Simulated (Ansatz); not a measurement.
## AlN: elastic constants with LDA

The system is AlN.

```xyz
2
Lattice="0.0000 2.1840 2.1840 2.1840 0.0000 2.1840 2.1840 2.1840 0.0000" Properties=species:S:1:pos:R:3 pbc="T T T"
Al    0.0000    0.0000    0.0000
N     1.0920    1.0920    1.0920
```

Measurements of this composition are mostly on another form, of space group No. 186.

```
Program             : Ansatz 0.2.0
Task                : elastic constants
Functional          : LDA
Potentials or basis : Ansatz PAW
Cutoff              : 420 eV (not typed: the program's choice for these potentials)
k mesh              : 9 × 9 × 9
Occupations         : fixed
Spin                : no spin polarisation
Atoms under strain  : relaxed
```

| Property | Result |
| --- | --- |
| Pressure | -3.6 GPa |
| Band gap on the k mesh | 3.43 eV, indirect (least direct gap 4.23 eV) |
| Elastic constants C11, C12, C44 | 286, 150, 184 GPa |
| Voigt bulk modulus | 196 GPa |

Levels at points of the mesh, in eV from the valence-band top:
| k point | band 1 | band 2 | band 3 | band 4 | band 5 | band 6 | band 7 | band 8 |
| --- | --- | --- | --- | --- | --- | --- | --- | --- |
| (0.00, 0.00, 0.00) | -14.82 | 0.00 | 0.00 | 0.00 | 4.23 | 12.36 | 12.36 | 12.36 |

Elastic tensor in Voigt notation (GPa, in the Cartesian axes of the cell as first typed):
```
286 150 150   0   0   0
150 286 150   0   0   0
150 150 286   0   0   0
  0   0   0 184   0   0
  0   0   0   0 184   0
  0   0   0   0   0 184
```

Run time: 35 s on 2 threads of Intel(R) Xeon(R) Processor @ 2.50GHz (Skylake/Cascade Lake), on a shared host, peak memory 0.34 GiB.

Caveat: the cell is more than 3 GPa from zero pressure, which shifts response properties; odd divisions of the mesh miss points on the zone boundary, where band edges often lie, so the gap on the mesh can be too wide; the pressure holds a Pulay correction of +0.7 GPa for the finite cutoff; the PAW data sets come from PBE, with cores solved anew for the run's functional, which leaves a small shift of forces and pressure. A k mesh can miss the band edges.
